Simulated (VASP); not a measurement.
## FeO: equation of state with PBEsol

The system is FeO.

```
CELL_PARAMETERS angstrom
-1.50144 1.50144 2.12404
1.50144 -1.50144 2.12404
1.50144 1.50144 -2.12404
ATOMIC_POSITIONS crystal
Fe 0.00000 0.00000 0.00000
O 0.50000 0.50000 0.00000
```

The cell is a database's computed one.

```
Program                : VASP 6.6.1
Task                   : equation of state
Functional             : PBEsol
Potentials or basis    : VASP PAW PBE potentials, release 64 (Fe, O)
Cutoff                 : 520 eV
k mesh                 : 10 × 10 × 10
Occupations            : fermi-dirac, width 0.05 eV
Spin                   : collinear spin, ferromagnetic start
Starting moments       : [3.0, 0.0] μB
Ladder                 : gaps
Further INCAR settings : ALGO = Normal; EDIFF = 1e-06
```

| Item | Value |
| --- | --- |
| Equilibrium volume | 9.60 Å³/atom |
| Bulk modulus | 208 GPa |
| Pressure derivative of the bulk modulus | 3.7 (rough: it moves with the points fitted) |

Energy against volume, from the lowest point:
```tsv
volume (Å³/atom)	energy (meV/atom)
9.193	11.81
9.385	3.16
9.576	0.00
9.768	1.90
9.960	8.35
```

All runs of the series together: 98 s on 1 thread of Intel(R) Xeon(R) 6975P-C (Granite Rapids) (shared host).

Caveat: the PAW data sets were made with another functional, which shifts forces and pressure a little.
